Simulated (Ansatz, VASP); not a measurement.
## Si53MoN72 (Mo_Si) in two plane-wave programs

One calculation is typed for both programs; each brings its own data sets. How far apart do they land? The cell is taken from a series of runs on this material, whose earlier steps may have relaxed, scaled, displaced or heated it; both programs get it as it stands.

Method: plane waves, with VASP 6.6.1 beside it; single point at PBEsol, in Ansatz 0.2.0.

### 1. Set-up

The cell holds 126 atoms: 53 Si, 72 N and 1 Mo. Its edges and angles: a = 13.206 Å, b = 13.206 Å, c = 8.731 Å, α = 90.0°, β = 90.0°, γ = 120.0°. It derives from Si3N4 (Si3N4 (P6_3/m)). Nearest the centre at fractional (0.353, 0.473, 0.583): Mo126 at 0.15 Å, N84 at 1.78 Å, N79 at 1.88 Å, N112 at 1.92 Å, N88 at 1.93 Å, N100 at 2.96 Å, Si37 at 2.97 Å, Si2 at 2.98 Å.

### 2. VASP: single point, PBEsol

A single point gives forces, pressure and levels at one fixed geometry, so differences don't come from the geometry; what else differs is listed under the comparison.

Lines of VASP's logs that name or quote its potential files are left out, and so is its time.

File INCAR:

```
SYSTEM = Si53MoN72
PREC = Accurate
ENCUT = 520
EDIFF = 1E-06
NELM = 120
ISMEAR = -1
SIGMA = 0.01
LREAL = Auto
ALGO = Normal
GGA = PS
NBANDS = 384
LASPH = .TRUE.
LORBIT = 11
LWAVE = .FALSE.
LCHARG = .FALSE.
ISIF = 2
ISYM = 0
GGA_COMPAT = .FALSE.
KPAR = 4
```

File POSCAR:

```
Si53MoN72
1.0
   11.4366858822      6.6029736727      0.0000000000
  -11.4366858822      6.6029736727      0.0000000000
    0.0000000000      0.0000000000      8.7307673276
Si N Mo
53 72 1
Direct
    0.0191962821      0.8060835425      0.2490041434
    0.3507155710      0.4713885035      0.2424917769
[... 7 atom lines left out ...]
    0.1926770287      0.2116658886      0.2496604318
[... 3 atom lines left out ...]
    0.4545206779      0.3138535041      0.2493195610
[... 7 atom lines left out ...]
    0.5537130364      0.6939838815      0.4129200153
[... 1 atom line left out ...]
    0.1377724185      0.4539506334      0.4145379645
[... 2 atom lines left out ...]
    0.1879521547      0.2052982428      0.5828470988
    0.5258571991      0.8800509201      0.5830676239
[... 1 atom line left out ...]
    0.1196991495      0.6466026053      0.5831706191
    0.4570929416      0.3098275338      0.5828450147
[... 2 atom lines left out ...]
    0.6466375101      0.5277661266      0.4152323627
    0.9798681752      0.1929563643      0.4160305624
[... 1 atom line left out ...]
    0.3507189301      0.4713506504      0.9236335261
[... 2 atom lines left out ...]
    0.5537436253      0.6939750799      0.7530895306
[... 1 atom line left out ...]
    0.1377575813      0.4539719305      0.7517382863
[... 2 atom lines left out ...]
    0.1926781861      0.2116577325      0.9160852804
[... 3 atom lines left out ...]
    0.4544954003      0.3138442095      0.9164602854
[... 2 atom lines left out ...]
    0.6466402193      0.5278171977      0.7503201916
    0.9798754816      0.1929831614      0.7497633327
[... 1 atom line left out ...]
    0.3331068302      0.3328450886      0.2507370015
[... 4 atom lines left out ...]
    0.2125756179      0.4561776043      0.2494040787
[... 3 atom lines left out ...]
    0.4236255746      0.5485597822      0.0830459964
[... 5 atom lines left out ...]
    0.5469739613      0.7616906897      0.2477483706
[... 5 atom lines left out ...]
    0.5753795016      0.4541983877      0.2495228364
[... 2 atom lines left out ...]
    0.3318643881      0.3212150443      0.5830006677
[... 1 atom line left out ...]
    0.9992226328      0.3328627279      0.4160196111
[... 1 atom line left out ...]
    0.6692915214      0.6686594395      0.4165838804
    0.2113541967      0.4592848619      0.5831748736
[... 3 atom lines left out ...]
    0.4311331151      0.5533429931      0.3977420562
[... 1 atom line left out ...]
    0.1218960268      0.5763111664      0.4158964039
    0.4601741282      0.2431703681      0.4148326964
[... 1 atom line left out ...]
    0.2063968807      0.0848954943      0.5827768346
    0.5420352944      0.7561841714      0.5830269673
[... 1 atom line left out ...]
    0.1192682726      0.2093651254      0.4162057278
[... 3 atom lines left out ...]
    0.5686983166      0.4570820484      0.5828113128
[... 2 atom lines left out ...]
    0.3330914798      0.3328256257      0.9152629373
[... 1 atom line left out ...]
    0.9992606182      0.3328879449      0.7497199112
[... 1 atom line left out ...]
    0.6692915506      0.6686695225      0.7490481777
    0.2125787322      0.4562034439      0.9168566194
[... 3 atom lines left out ...]
    0.4311527565      0.5532786754      0.7683270163
[... 1 atom line left out ...]
    0.1218414954      0.5763246200      0.7505390322
    0.4601907358      0.2431996141      0.7509171734
[... 2 atom lines left out ...]
    0.5469411460      0.7616566332      0.9182852857
[... 1 atom line left out ...]
    0.1192592364      0.2093280129      0.7495389499
[... 3 atom lines left out ...]
    0.5753773618      0.4542294930      0.9161090114
[... 1 atom line left out ...]
    0.3661991364      0.4782202656      0.5830136359
```

File KPOINTS:

```
Points of the shifted mesh
8
Reciprocal
 0.2500000000  0.2500000000  0.2500000000 1
 0.2500000000  0.2500000000  0.7500000000 1
 0.2500000000  0.7500000000  0.2500000000 1
 0.2500000000  0.7500000000  0.7500000000 1
 0.7500000000  0.2500000000  0.2500000000 1
 0.7500000000  0.2500000000  0.7500000000 1
 0.7500000000  0.7500000000  0.2500000000 1
 0.7500000000  0.7500000000  0.7500000000 1
```

Potentials, in the order of the species: Si, N and Mo_sv (PBE family, release 64).

Started as:

```bash
mpirun -np 16 vasp_std
```

Numbers of over 12 decimals in the logs are rounded to 6 here.

The program printed:

```text
[banner, memory and clock lines left out]
running   16 mpi-ranks, on    1 nodes
[...]
|                                                                             |
|           W    W    AA    RRRRR   N    N  II  N    N   GGGG   !!!           |
|           W    W   A  A   R    R  NN   N  II  NN   N  G    G  !!!           |
|           W    W  A    A  R    R  N N  N  II  N N  N  G       !!!           |
|           W WW W  AAAAAA  RRRRR   N  N N  II  N  N N  G  GGG   !            |
|           WW  WW  A    A  R   R   N   NN  II  N   NN  G    G                |
|           W    W  A    A  R    R  N    N  II  N    N   GGGG   !!!           |
|                                                                             |
|     For optimal performance we recommend to set                             |
|       NCORE = 2 up to number-of-cores-per-socket                            |
|     NCORE specifies how many cores store one orbital (NPAR=cpu/NCORE).      |
|     This setting can greatly improve the performance of VASP for DFT.       |
[...]
|                                                                             |
|     You enforced a specific xc type in the INCAR file but a different       |
|     [... a line on the potential file left out ...]
|     I HOPE YOU KNOW WHAT YOU ARE DOING!                                     |
|                                                                             |

 LDA part: xc-table for (Slater+PW92), standard interpolation
 POSCAR, INCAR and KPOINTS ok, starting setup
[...]
entering main loop
       N       E                     dE             d eps       ncg     rms          rms(c)
DAV:   1     0.287359115713E+04    0.28736E+04   -0.29297E+05  6272   0.142E+03
DAV:   2    -0.950048095320E+03   -0.38236E+04   -0.36794E+04  7520   0.307E+02
DAV:   3    -0.122281735223E+04   -0.27277E+03   -0.27041E+03  7416   0.840E+01
DAV:   4    -0.122924770104E+04   -0.64303E+01   -0.63991E+01  7728   0.131E+01
[...]
DAV:  18    -0.108414203240E+04   -0.10043E-04   -0.12207E-05  7120   0.486E-03    0.114E-02
DAV:  19    -0.108414203530E+04   -0.29025E-05   -0.45125E-06  5800   0.268E-03    0.922E-03
DAV:  20    -0.108414203563E+04   -0.32203E-06   -0.22554E-06  5008   0.153E-03
   1 F= -.10841420E+04 E0= -.10841391E+04  d E =-.591298E-02
```

Parts of OUTCAR (step 2):

```text
  FREE ENERGIE OF THE ION-ELECTRON SYSTEM (eV)
  ---------------------------------------------------
  free  energy   TOTEN  =     -1084.1420356261 eV

  energy  without entropy=    -1084.1361226412  energy(sigma->0) =    -1084.13907913
```

This run has no spin polarisation, so a moment on Mo, if there is one, isn't seen.

### 3. Ansatz: single point, PBEsol

Ansatz runs on its PAW soft_1 files.

The same cell, functional, mesh and smearing now go to Ansatz.

File input.yaml:

```yaml
crystal:
  checkpoint: "../qp2_M2.relax.run"
  host: checkpoint
basis:
  ecutwfc: 420
  xc_grid: 2
hamiltonian:
  xc: pbesol
  pseudopotentials: { kind: paw, azcp: { folder: soft_1 }, xc_functional: pbe }
kpoints:
  mp_grid: { grid: [2, 2, 2], shift: [0.5, 0.5, 0.5] }
scf:
  occupations: { method: fermi_dirac, width: 0.01 }
  max_iter: 80
output:
  forces: true
  eigenvalues: true
  charged_corrections: { defect_position: [0.352834, 0.473222, 0.583333] }
checkpoint:
  read: "../qp2_M2.relax.run"
  write: "../qp2_M2.point_neutral.run"
  compress: false
  write_wavefunctions: false
  write_every: 100000
```

Started as:

```bash
ansatz run input.yaml --threads 4 --pin off --max-ram 15073MiB --backend cpu --events-out ev --progress --plain --runs-dir out
```

The program printed:

```text
Warning: checkpoint.read: spin treatment differs: saved collinear, current unpolarized; the saved charge density seeds this run and the saved magnetisation is not carried: this deck is unpolarised; the saved density holds an absolute magnetisation of 2.2e0 μB; saved orbitals and DFT+U occupations are not carried; the saved PAW projector densities are carried summed over spin
checkpoint.read: the saved state was converged at a total charge of 2 e, and this run's is 0 e: a saved density that it takes is scaled to its electron count
crystal.checkpoint: the structure is that of <dir>, a `relax` run, at its step 9: its result, under pbesol at a charge of 2 e; 126 atoms read, 0 with a starting moment; this deck's charge is 0 e; the starting moments of 1 of its atoms are not taken as saved; crystal.structure_sha256 for this input is
Engine: ansatz 0.2.0, x86_64-unknown-linux-gnu
Pseudopotentials: kind: paw
Pseudopotential: Si, paw, valence charge 4, recommended cutoff 420 eV (normal), soft_1/Si.paw.azcp
Pseudopotential: N, paw, valence charge 5, recommended cutoff 420 eV (normal), soft_1/N.paw.azcp
Pseudopotential: Mo, paw, valence charge 14, recommended cutoff 420 eV (normal), soft_1/Mo.paw.azcp
Functional definition: PBEsol
  exchange = pbesol_x
  correlation = pbesol_c
Crystal: 126 atoms, lattice volume = 1318.628 Å³
Basis set: ecut = 420 eV, 25805 PW (Γ), exchange–correlation on 180×180×120 points (8 copies of the dense FFT grid, shifted against one another)
Bands: 419, of which v1, the nominal top of the filled ones, is band 293 counted from 1 (292 counted from 0)
Symmetry: 1 space group operations
Space group: P1 (ITA 1), of the structure as read, at distance tolerance 1.1e-4 Å
k-points: 4 of 8 (time reversal used)
Non-local potential: Si, projectors of the file, l = 0: 2, l = 1: 2, l = 2: 1
Non-local potential: N, projectors of the file, l = 0: 2, l = 1: 2, l = 2: 1
Non-local potential: Mo, projectors of the file, l = 0: 3, l = 1: 2, l = 2: 2, l = 3: 1
PAW form: soft (Blöchl's): semilocal exchange-correlation on the pseudo side does not see the compensation charge
PAW frozen core: Si, regenerated for the run's functional, and the local potential with it (the file was generated under x = pbe(κ = 0.804, μ = 0.219515), c = pbe(β = 0.066725))
PAW frozen core: N, regenerated for the run's functional, and the local potential with it (the file was generated under x = pbe(κ = 0.804, μ = 0.219515), c = pbe(β = 0.066725))
PAW frozen core: Mo, regenerated for the run's functional, and the local potential with it (the file was generated under x = pbe(κ = 0.804, μ = 0.219515), c = pbe(β = 0.066725))
PAW one-centre angular grid: Si, 110 points (default); XC on 64 Gauss nodes
PAW one-centre angular grid: N, 110 points (default); XC on 64 Gauss nodes
PAW one-centre angular grid: Mo, 590 points (default); XC on 64 Gauss nodes
Initial density: read from a saved state, or passed on in memory by an earlier SCF of this step, an earlier step, the calling program or the single point that the run made first
Initial wavefunctions: pseudopotential atomic-orbital guess
Functional: x = pbesol(κ = 0.804, μ = 0.123457), c = pbesol(β = 0.046)
iter 1 solved again at ethr=3.75e-4 eV; its pass at ethr=3.10e-3 eV (dr2=2.20e0 eV) is discarded
SCF iter   1: F=—  HF=-65235.543622 eV  |F-HF|=—  |Δ(HF+E_count)|=         —  Δρ=9.26e-3  dr2=2.18e0  ethr=3.75e-4  ⟨swp⟩=5.0  Hψ=11135  notcnv=0
preconditioner: auto → Resta (q_TF=auto, 2.383 Å⁻¹)  ε∞=4.1  [insulator: Δε(μ)=0.387 eV  Ē_g=14.013 eV  σ=0.010 eV  W_gap=1.00  n_scr=282 (ndim 8)  ℏωp=24.6 eV  f_vac=0.036  D(μ)=0.00/eV (n_scr^D=0)  ε∞_Penn≈4.1]
SCF iter   2: F=—  HF=-65235.082208 eV  |F-HF|=—  |Δ(HF+E_count)|=   4.61e-1  Δρ=4.37e-3  dr2=3.02e-1  ethr=3.72e-4  ⟨swp⟩=5.2  Hψ=3904  notcnv=0
SCF iter   3: F=—  HF=-65235.012388 eV  |F-HF|=—  |Δ(HF+E_count)|=   6.98e-2  Δρ=2.22e-3  dr2=8.03e-2  ethr=5.16e-5  ⟨swp⟩=3.0  Hψ=3134  notcnv=0  defer=466
SCF iter   4: F=—  HF=-65234.994059 eV  |F-HF|=—  |Δ(HF+E_count)|=   1.83e-2  Δρ=2.29e-3  dr2=4.35e-2  ethr=1.37e-5  ⟨swp⟩=4.5  Hψ=2426  notcnv=0  defer=166
automatic band count: iteration 4 solves 340 bands in place of 419: the levels show a gap, and the empty bands left out lie too high to hold charge; the band table lists the bands solved (type scf.n_extra_bands for more)
SCF iter   5: F=—  HF=-65234.991465 eV  |F-HF|=—  |Δ(HF+E_count)|=   2.59e-3  Δρ=1.02e-3  dr2=9.98e-3  ethr=7.43e-6  ⟨swp⟩=3.0  Hψ=2766  notcnv=0  defer=166
SCF iter   6: F=—  HF=-65234.989518 eV  |F-HF|=—  |Δ(HF+E_count)|=   1.95e-3  Δρ=6.44e-4  dr2=3.32e-3  ethr=1.70e-6  ⟨swp⟩=2.0  Hψ=2382  notcnv=0  defer=166
SCF iter   7: F=—  HF=-65234.989262 eV  |F-HF|=—  |Δ(HF+E_count)|=   2.56e-4  Δρ=8.24e-4  dr2=4.43e-3  ethr=5.67e-7  ⟨swp⟩=2.0  Hψ=2366  notcnv=0  defer=166
[...]
k-point 2: bands = [... 289 lower, 7.8611, 8.0761, 8.1231, 11.1410, 11.2094, 12.0027, 12.4167, 12.7856, ... 43 higher]
  k-point 3: bands = [... 289 lower, 7.8610, 8.0765, 8.1227, 11.1410, 11.2094, 12.0027, 12.4166, 12.7859, ... 43 higher]
```

### 4. Side by side

Known differences besides the potentials themselves: the cutoff is 420 eV in Ansatz and 520 eV in VASP (PREC = Accurate, projectors in real space); Ansatz makes its cores anew for this functional, VASP keeps those of its PBE data sets. Total energies have different zeros and are not compared.

The two programs side by side:

```
              quantity  Ansatz   VASP  difference
gap on the k mesh (eV)   0.068  0.065      +0.004
```

Forces on 7 of the 126 atoms, those with the largest forces and the largest differences (eV/Å; atoms numbered as in POSCAR):

| atom | Ansatz x, y, z | VASP x, y, z |
| --- | --- | --- |
| Si22 | 0.251, -1.339, 0.454 | 0.250, -1.347, 0.456 |
| Si40 | 0.234, -1.353, -0.447 | 0.234, -1.360, -0.448 |
| N79 | 1.270, -0.917, -0.006 | 1.265, -0.928, -0.006 |
| N84 | -1.607, -1.088, -0.010 | -1.600, -1.083, -0.010 |
| N88 | -0.094, 0.488, -1.346 | -0.100, 0.501, -1.364 |
| N112 | -0.095, 0.493, 1.346 | -0.101, 0.505, 1.364 |
| Mo126 | 0.643, 1.164, 0.006 | 0.654, 1.155, 0.007 |

The forces differ by 3.3 meV/Å r.m.s., which is 1.2 % of the r.m.s. force of 0.283 eV/Å (both taken over all components). A gap on the mesh is an upper bound, since the band edges may lie between its points.

### 5. Summary of results

```json
{
  "r.m.s. force difference (single point, PBEsol)": "1.2 % of the r.m.s. force"
}
```

What this shows: The r.m.s. force difference is 1.2 % of the r.m.s. force (single point, PBEsol), within the 3 % picked in this series as the mark of a large difference. Such differences can come from data sets, numerical settings and the points named under the comparisons, not from the functional's error against experiment.

[Lines on the potential files, build, host, timing and source positions are cut from VASP's logs without a mark.]

[Logs are printed without paths, hosts, clocks, repeated set-up lines and the standing remarks that a program may print on its own settings, such as how far it seeks lower states.]

[Hosts, paths, dates, database ids (printed as entryN), source tags and the programs' standing remarks are cut or masked in the printed files.]
